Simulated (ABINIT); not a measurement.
Crystal: GaN.

```
Ga N
1.0
     0.00000    2.25350    2.25350
     2.25350    0.00000    2.25350
     2.25350    2.25350    0.00000
Ga N
1 1
Direct
  0.00000 0.00000 0.00000
  0.25000 0.25000 0.25000
```

The cell is a database's computed one.

Base run:

* Program: ABINIT 10.8.3 (patched build)
* Functional: HCTH407
* Potentials or basis: JTH PAW PBE v2.0
* Cutoff: 680 eV
* k mesh: 10 × 10 × 10
* Occupations: fermi-dirac, width 0.05 eV
* Spin: no spin polarisation

Its results: band gap on the k mesh 2.02 eV, direct.

Problem. The run is repeated on the same cell with these changes: functional from HCTH407 to OLYP. What comes out?

Solution. Band gap on the k mesh 1.89 eV, direct.

